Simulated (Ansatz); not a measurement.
Runs of Ansatz 0.2.0 on Ti. The structure is hexagonal, space group P6/mmm (No. 191). Conventional cell: a = 4.567 Å, b = 4.567 Å, c = 2.826 Å, α = 90.00°, β = 90.00°, γ = 120.00°. Ti (site symmetry -6m2) has 11 Ti at 2.64 to 2.99 Å as nearest neighbours. Around Ti (site symmetry 6/mmm) lie 14 Ti at 2.83 to 2.99 Å. This isn't the form of Ti at room conditions, which is hcp.

| level | pressure (GPa) | relaxed volume (Å³/atom) |
| --- | --- | --- |
| BLYP | 0.0 | 17.54 |
| LDA | 0.0 | (b) |
| revPBE | 0.0 | 17.50 |
| PBEsol | 0.0 | 16.47 |
| RPBE | 0.0 | (a) |

Alike in all rows: task relaxation of cell and atoms; potentials or basis all-electron LAPW, scalar-relativistic; no spin polarisation; cell relaxed; k mesh 7 × 7 × 9; smearing fermi-dirac 0.05 eV; basis error allowed 0.002 eV/atom.

Task: Fill in the values left out.

Result: (a) 17.64; (b) 15.85.

Runs at the PBE level aren't shown here.
